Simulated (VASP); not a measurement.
# Lu (P6_3/mmc) in VASP: notebook

Runs on Lu. Level: PBE. Tasks: single point.

Everything below comes from runs of VASP 6.6.1. Logs are shortened: lines on timing, memory, paths and dates and some standing lists are left out, and cuts for length are marked.

## Step 1: The structure

It takes space group P6_3/mmc (No. 194, hexagonal). Conventional cell: a = 3.503 Å, b = 3.503 Å, c = 5.551 Å, α = 90.00°, β = 90.00°, γ = 120.00°. Lu (site symmetry -6m2) is surrounded by 12 Lu at 3.43 to 3.50 Å.

## Step 2: Single point, PBE

The input, INCAR:

```
SYSTEM = Lu
  PREC = Accurate
  ENCUT = 450
  EDIFF = 0.01
  ISMEAR = 0
  SIGMA = 0.1
  LREAL = .False.
  LASPH = .True.
  NELM = 100
  ALGO = Normal
  ISIF = 2
  LWAVE = .False.
  LCHARG = .False.
  GGA = PE
  ADDGRID = .False.
```

The input, KPOINTS:

```
regular mesh
0
Gamma
  11 11 6
  0 0 0
```

The input, POSCAR:

```
Lu
1.0
    3.5031000000      0.0000000000      0.0000000000
   -1.7515500000      3.0337735920      0.0000000000
    0.0000000000      0.0000000000      5.5509000000
Lu
2
Direct
    0.6666666667      0.3333333333      0.7500000000
    0.3333333333      0.6666666667      0.2500000000
```

Potentials or basis: VASP PAW PBE potentials, release 64 (Lu_3), 4f in core.

Launch:

```bash
$ cat potpaw_PBE.64/Lu_3/POTCAR > POTCAR
$ mpirun -np 1 vasp_std > vasp.out
```

OUTCAR:

```text
SYSTEM = Lu
   PREC = Accurate
   ENCUT = 450
   EDIFF = 0.01
   ISMEAR = 0
   LREAL = .False.
   LASPH = .True.
   NELM = 100
   ISIF = 2
   GGA = PE

 Found     64 irreducible k-points:

 Following reciprocal coordinates:
            Coordinates               Weight
  0.000000  0.000000  0.000000      1.000000
  0.090909  0.000000  0.000000      6.000000
  0.181818  0.000000  0.000000      6.000000
  0.272727 -0.000000  0.000000      6.000000
  0.363636  0.000000  0.000000      6.000000
  0.454545  0.000000  0.000000      6.000000
   k-points           NKPTS =     64   k-points in BZ     NKDIM =     64   number of bands    NBANDS=     13
   number of dos      NEDOS =    301   number of ions     NIONS =      2
   total plane-waves  NPLWV =  23040
   dimension x,y,z NGX =    24 NGY =   24 NGZ =   40
   dimension x,y,z NGXF=    48 NGYF=   48 NGZF=   80
   ions per type =               2
   NGX,Y,Z   is equivalent  to a cutoff of  11.39, 11.39, 11.98 a.u.
   NGXF,Y,Z  is equivalent  to a cutoff of  22.78, 22.78, 23.96 a.u.
 SYSTEM =  Lu
   PREC   = accura    normal or accurate (medium, high low for compatibility)
   ISTART =      0    job   : 0-new  1-cont  2-samecut
   ICHARG =      2    charge: 1-file 2-atom 10-const
   ISPIN  =      1    spin polarized calculation?
   LNONCOLLINEAR =      F non collinear calculations
   LSORBIT =      F    spin-orbit coupling
   LASPH  =      T    aspherical Exc in radial PAW
   ENCUT  =  450.0 eV  33.07 Ry    5.75 a.u.   6.06  6.06  9.60*2*pi/ulx,y,z
   NELM   =    100;   NELMIN=  2; NELMDL= -5     # of ELM steps
   EDIFF  = 0.1E-01   stopping-criterion for ELM
   LREAL  =      F    real-space projection
   EDIFFG = 0.1E+00   stopping-criterion for IOM
   NSW    =      0    number of steps for IOM
   IBRION =     -1    ionic relax: 0-MD 1-quasi-New 2-CG
   NFREE  =      0    steps in history (QN), initial steepest desc. (CG)
   ISIF   =      2    stress and relaxation
   ISYM   =      2    0-nonsym 1-usesym 2-fastsym
   POTIM  = 0.5000    time-step for ionic-motion
   TEBEG  =    0.0;   TEEND  =   0.0 temperature during run
   PSTRESS=    0.0 pullay stress
   NELECT =      18.0000    total number of electrons
   NUPDOWN=      -1.0000    fix difference up-down
   EMIN   =  10.00;   EMAX   =-10.00  energy-range for DOS
   EFERMI =   0.00;   METHOD = LEGACY
   ISMEAR =     0;   SIGMA  =   0.10  broadening in eV -4-tet -1-fermi 0-gaus
   EFERMI_NEDOS =   21; number of points for ismear=-14 and -15
   IALGO  =     38    algorithm
   IMIX   =      4    mixing-type and parameters
     AMIX     =   0.40;   BMIX     =  1.00
     AMIX_MAG =   1.60;   BMIX_MAG =  1.00
  volume/ion in A,a.u.               =      29.50       199.05
  Fermi-wavevector in a.u.,A,eV,Ry     =   1.102130  2.082723 16.526853  1.214689
  Thomas-Fermi vector in A             =   2.238568
   LORBIT       =      0    0 simple, 1 ext, 2 COOP (PROOUT), +10 PAW based schemes
   GGA     = PE    functional components
   LHFCALC =     F    Hartree Fock is set to
   AEXX    =    0.0000 exact exchange contribution
   IVDW    =     0    specifies the selected vdW correction
   LEPSILON=     F    determine dielectric tensor
   LRPA    =     F    only Hartree local field effects (RPA)
 non-spin polarized calculation
 Gauss-broadening in eV      SIGMA  =   0.10
  energy-cutoff  :      450.00
  volume of cell :       58.99
 maximum number of plane-waves:      1296
   NGX = 13   NGY = 13   NGZ = 19

 number of electron      18.0000001 magnetization

 Free energy of the ion-electron system (eV)
  ---------------------------------------------------
  ext. energy  EPLUGINS =         0.00000000
  ---------------------------------------------------
  free energy    TOTEN  =        -8.91421944 eV

  energy without entropy =       -8.89896068  energy(sigma->0) =       -8.90659006

 E-fermi :   2.7706     XC(G=0):  -9.9131

 val. band max:        2.7594857262   @ k =   0.3636   0.0000   0.0000
 cond. band min:       2.8079292732   @ k =   0.3636   0.1818   0.3333
 fundamental gap:      0.0484435470
 Fermi energy:         2.7706370933

 k-point     1 :       0.0000    0.0000    0.0000
  band No.  band energies     occupation
      1     -24.3282      2.00000
      2     -23.9226      2.00000
      3     -23.9225      2.00000
      4     -23.8470      2.00000
      5     -23.8470      2.00000
      6     -23.8206      2.00000
      7      -3.2520      2.00000
      8       0.3325      2.00000
      9       3.3267      0.00000
     10       4.9775      0.00000
     11       4.9844      0.00000
     12       5.3041      0.00000
     13       5.7263      0.00000

 k-point     2 :       0.0909    0.0000    0.0000
  band No.  band energies     occupation
      1     -24.3156      2.00000
      2     -23.9486      2.00000
      3     -23.9313      2.00000
      4     -23.8745      2.00000
      5     -23.8507      2.00000
      6     -23.8264      2.00000
      7      -3.0554      2.00000
      8       0.5342      2.00000
      9       3.1920      0.00000
     10       4.4874      0.00000
     11       5.1699      0.00000
     12       5.5378      0.00000
     13       5.9609      0.00000
[... 33 lines left out ...]
 k-point     5 :       0.3636    0.0000    0.0000
  band No.  band energies     occupation
      1     -24.1963      2.00000
      2     -24.1679      2.00000
      3     -24.1175      2.00000
      4     -24.0082      2.00000
      5     -23.9094      2.00000
      6     -23.8907      2.00000
      7      -0.6330      2.00000
      8       1.8064      2.00000
      9       2.1419      2.00000
     10       2.7595      1.12531
     11       4.5132      0.00000
     12       4.5782      0.00000
     13       4.8936      0.00000

 k-point     6 :       0.4545    0.0000    0.0000
  band No.  band energies     occupation
      1     -24.2469      2.00000
      2     -24.1638      2.00000
      3     -24.1211      2.00000
      4     -24.0230      2.00000
      5     -23.9429      2.00000
      6     -23.8994      2.00000
      7       0.2514      2.00000
      8       1.4911      2.00000
      9       1.9595      2.00000
     10       2.4970      1.99989
     11       4.3186      0.00000
     12       4.7218      0.00000
     13       5.0227      0.00000

 [... further k-points ...]

------------------------ aborting loop because EDIFF is reached ----------------------------------------

  FORCE on cell =-STRESS in cart. coord.  units (eV):
  Direction    XX          YY          ZZ          XY          YZ          ZX
  --------------------------------------------------------------------------------------
  -------------------------------------------------------------------------------------
  Total        0.4436120      0.4436120     -0.0348724      0.0000000      0.0000000     -0.0000000
  in kB       12.0479941     12.0479941     -0.9470944      0.0000000      0.0000000     -0.0000000
  external PRESSURE =       7.7162979 kB  Pullay stress =       0.0000000 kB

 VOLUME and BASIS-vectors are now :
 -----------------------------------------------------------------------------
  energy-cutoff  :      450.00
  volume of cell :       58.99
      direct lattice vectors                 reciprocal lattice vectors
     3.503100000  0.000000000  0.000000000     0.285461448  0.164811244  0.000000000
    -1.751550000  3.033773592  0.000000000     0.000000000  0.329622488  0.000000000
     0.000000000  0.000000000  5.550900000     0.000000000  0.000000000  0.180150967

 POSITION                                       TOTAL-FORCE (eV/Angst)
 -----------------------------------------------------------------------------------
      1.75155      1.01126      4.16318         0.000000     -0.000000      0.000000
     -0.00000      2.02252      1.38773        -0.000000      0.000000      0.000000
 -----------------------------------------------------------------------------------
    total drift:                               -0.000000      0.000000     -0.000000

  FREE ENERGIE OF THE ION-ELECTRON SYSTEM (eV)
  ---------------------------------------------------
  free  energy   TOTEN  =        -8.9142194394 eV

  energy  without entropy=       -8.8989606791  energy(sigma->0) =       -8.90659006
```

Run time: 8 s. Hardware: 1 thread of Intel Xeon 6975P-C (Granite Rapids), shared host; peak memory 0.18 GiB.

The run converged, but some of its settings lie outside the range that counts as converged, so its numbers aren't taken as properties of the crystal.

Results:

```yaml
Free_energy: -8.9142 eV
Pressure: 0.8 GPa
Band_gap_on_the_k_mesh: none (metal or under the smearing width)
```

## Step 3: Single point, PBE

INCAR is that of step 2.

KPOINTS is that of step 2.

The input, POSCAR:

```
Lu
1.0
    3.5031000000      0.0000000000      0.0000000000
   -1.7515500000      3.0337735920      0.0000000000
    0.0000000000      0.0000000000      5.5509000000
Lu
2
Direct
    0.6483880000      0.2977880000      0.7516770000
    0.3414390000      0.6668870000      0.2457360000
```

Potentials or basis: VASP PAW PBE potentials, release 64 (Lu_3), 4f in core.

Launch:

```bash
$ cat potpaw_PBE.64/Lu_3/POTCAR > POTCAR
$ mpirun -np 1 vasp_std > vasp.out
```

Wall time 41 s (1 thread of Intel Xeon 6975P-C (Granite Rapids), shared host); peak memory 0.32 GiB.

The run converged, but some of its settings lie outside the range that counts as converged, so its numbers aren't taken as properties of the crystal.

What came out:

| Quantity | Value |
| --- | --- |
| Free energy | -8.9021 eV |
| Pressure | 0.6 GPa |
| Largest force | 0.234 eV/Å |
| Band gap on the k mesh | none (metal or under the smearing width) |
